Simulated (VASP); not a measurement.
WSe2, 3 atoms in the cell. The cell holds a slab with vacuum, 3 atoms: a = 3.287 Å, b = 3.287 Å, c = 21.346 Å, α = 90.00°, β = 90.00°, γ = 120.00°. 

```yaml
Program: VASP 6.6.1
Task: relaxation of cell and atoms
Functional: PBE
Dispersion: D3(BJ)
Potentials_or_basis: VASP PAW PBE potentials, release 64 (Se, W_sv)
Cutoff: 600 eV
k_mesh: 12 × 12 × 1
Occupations: gaussian, width 0.03 eV
Spin: no spin polarisation
Further_INCAR_settings: ALGO = Normal; EDIFF = 1e-07; IBRION = 2; EDIFFG = -0.005; NSW = 90; ISIF = 3
```

Potentials or basis: VASP PAW PBE potentials, release 64 (Se, W_sv).

Run with:

```bash
$ cat potpaw_PBE.64/Se/POTCAR potpaw_PBE.64/W_sv/POTCAR > POTCAR
$ mpirun -np 4 vasp_std > vasp.out
```

Hardware: 4 MPI ranks on Intel(R) Xeon(R) Platinum 8259CL CPU @ 2.50GHz (Skylake/Cascade Lake) (shared host).

Q: How long does it take, and how much memory?

A: Run time: 49 s on 4 MPI ranks on Intel(R) Xeon(R) Platinum 8259CL CPU @ 2.50GHz (Skylake/Cascade Lake), on a shared host, peak memory 0.44 GiB a rank. Counts: scf iterations 24, k points 19, ion steps 1.
